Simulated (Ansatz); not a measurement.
The system is Ni.

```
Ni
1.0
     0.00000    1.73757    1.73757
     1.73757    0.00000    1.73757
     1.73757    1.73757    0.00000
Ni
1
Cartesian
  0.0000 0.0000 0.0000
```

* Program: Ansatz 0.2.0
* Task: relaxation of cell and atoms
* Functional: BLYP
* Potentials or basis: Ansatz PAW
* Cutoff: 420 eV (not typed: the program's choice for these potentials)
* k mesh: 13 × 13 × 13
* Occupations: fermi-dirac, width 0.05 eV
* Spin: collinear spin, ferromagnetic start
* Starting moments: [1.0] μB

At the start: volume 10.49 Å³/atom.

**Question.** How do energy, volume and symmetry change on relaxing?

**Answer.** It ends after 8 steps and the volume is 11.44 Å³/atom (+9.0 %); space group Fm-3m (No. 225, to 0.05 Å); moment 0.62 μB per cell.

Step by step:
```tsv
step	energy change (eV)	largest force (eV/Å)	volume (Å³)
1	0.0000	0.0000	10.49
2	-0.0350	0.0000	10.91
3	-0.0484	0.0000	11.35
4	-0.0487	0.0000	11.42
5	-0.0487	0.0000	11.43
6	-0.0494	0.0000	11.43
7	-0.0494	0.0000	11.44
8	-0.0494	0.0000	11.44
```

Final structure:
```
Ni
1.0
     0.00000    1.78824    1.78824
     1.78824    0.00000    1.78824
     1.78824    1.78824    0.00000
Ni
1
Cartesian
  0.0000 0.0000 0.0000
```

Caveat: the plane-wave basis is chosen anew once the cell has moved, so the energies of steps on either side of that aren't comparable; the PAW data sets come from PBE, with cores solved anew for the run's functional, which leaves a small shift of forces and pressure.
